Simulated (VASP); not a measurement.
Crystal: TePb.

```
Te Pb
1.0
     0.00000    3.22185    3.22185
     3.22185    0.00000    3.22185
     3.22185    3.22185    0.00000
Te Pb
1 1
Direct
  0.50000 0.50000 0.50000
  0.00000 0.00000 0.00000
```

Base run:

```yaml
Program: VASP 6.6.1
Functional: HSE06
Potentials_or_basis: VASP PAW PBE potentials, release 64 (Te, Pb_d)
Cutoff: 520 eV
k_mesh: 6 × 6 × 6
Occupations: gaussian, width 0.03 eV
Spin: no spin polarisation
```

Its results: band gap on the k mesh 1.07 eV, direct; pressure 1.4 GPa.

Q: The run is repeated on the same cell with these changes: functional from HSE06 to PBE. What comes out?

A: Band gap on the k mesh 0.72 eV, direct; pressure 2.5 GPa.

HSE06 gives the wider gap, since exact exchange removes part of the self-interaction.

Caveats: spin-orbit coupling is left out, which as a rule narrows the gap of such compounds by several tenths of an eV; the PAW data sets were made with another functional, which shifts forces and pressure a little (some runs).
